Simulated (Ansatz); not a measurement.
**Cubic perovskite LaAlO3 (cubic high-temperature phase)**

The numbers are results of r²SCAN+rVV10 in Ansatz (plane waves, PAW), not measurements.

Run with plane-wave cutoff 560 eV, 10×10×10 k mesh, Fermi–Dirac smearing 0.01 eV, scalar-relativistic PAW data made under PBE.

Cell (relaxed at this level):

AlLaO3 has the cubic space group Pm-3m (No. 221), the cubic perovskite structure, Pearson symbol cP5. Cell: a = b = c = 3.777 Å, α = β = γ = 90.00°. La on 1a sees 12 O at 2.671 Å (cuboctahedral). Al on 1b is surrounded by 6 O at 1.889 Å (octahedral). O on 3c has 2 Al at 1.889 Å and 4 La at 2.671 Å (octahedral). (Neighbours: up to the widest gap in distance over summed covalent radii, below 1.35, at either atom; cation-cation and far metal-metal contacts left out.)

```json
{
 "bulk_modulus": "217 GPa",
 "band_gap": "3.99 eV",
 "smallest_direct_gap_on_the_k_points_sampled": "4.10 eV",
 "pressure derivative B′ of the bulk modulus": "4.2"
}
```

Measured, for comparison: bulk modulus 215 ± 4 GPa (room temperature, no zero-point or thermal correction, cubic phase above 14 GPa, extrapolated to zero pressure; as tabulated in Guennou et al. (2011), arXiv:1105.1276). Computed (rounded) less measured: bulk modulus +0.9 % (inside the measured uncertainty).

Note: the relaxation could not lower the start's symmetry, so the cell can be a saddle point above a distorted one.

Spin–orbit coupling is not included.

Cost on a shared machine: very roughly 2.1 core-minutes.

Ansatz is a first-principles code.
